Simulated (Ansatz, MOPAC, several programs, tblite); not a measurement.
Energy against volume for NaCl (NiAs type), at fixed shape and fractional coordinates, computed by several methods (PBE and r2SCAN, where shown, with plane waves in Ansatz); the cell shown is that of r2SCAN. With free coordinates or axes held, a curve is too stiff, and on another method's shape its minimum isn't the method's own volume. It is hexagonal, P6_3/mmc (No. 194); conventional cell a = 3.892 Å, c = 6.737 Å, 22.10 Å³ an atom. Na is surrounded by 6 Cl at 2.81 Å; Cl is surrounded by 6 Na at 2.81 Å. All values are calculated for a non-magnetic cell, which may be hypothetical. Energies count from each curve's lowest point; fits are third-order Birch-Murnaghan.

```
Na Cl
1.0
     3.89227    0.00000    0.00000
    -1.94614    3.37081    0.00000
     0.00000    0.00000    6.73682
Na Cl
2 2
Direct
  0.00000 0.00000 0.00000
  0.00000 0.00000 0.50000
  0.33333 0.66667 0.25000
  0.66667 0.33333 0.75000
```

GFN2-xTB (tblite), on the shape of the cell shown, as a cluster of 72 atoms at the zone centre:
```tsv
V (Å³/atom)	E (meV/atom)
19.445	27.26
20.771	7.22
22.097	0.00
23.423	2.31
24.749	11.65
```
V₀ = 22.39 Å³ an atom and B₀ = 18 GPa.

PBE, on the shape of its own relaxed cell:
```csv
V (Å³/atom),E (meV/atom)
21.776,7.00
22.471,1.67
23.166,0.00
23.861,1.41
24.556,5.42
```
V₀ = 23.18 Å³ an atom and B₀ = 24 GPa.

PM7 (MOPAC), on the shape of the cell shown, as a cluster of 72 atoms at the zone centre:

| V (Å³/atom) | E (meV/atom) |
| --- | --- |
| 19.445 | 61.48 |
| 20.771 | 13.94 |
| 22.097 | 0.00 |
| 23.423 | 5.63 |
| 24.749 | 35.91 |

The points scatter about the fit by more than 0.3 meV an atom, so no fit is quoted.

light PBE (260 eV and a coarse mesh), on the shape of the cell shown:
```
V (Å³/atom)  E (meV/atom)
     20.329         32.96
     21.213         12.94
     22.097          3.85
     22.981          0.00
     23.865          0.28
     24.749          7.63
```
The points scatter about the fit by more than 0.3 meV an atom, since at so low a cutoff the number of plane waves jumps with the volume, so no fit is quoted.

Q: r2SCAN, on the shape of its own relaxed cell, gives
```
V (Å³/atom)  E (meV/atom)
     20.771          7.94
     21.434          1.94
     22.097          0.00
     22.760          1.49
     23.423          5.86
```
What equilibrium volume and bulk modulus follow?

A: V₀ = 22.12 Å³ an atom and B₀ = 27 GPa.
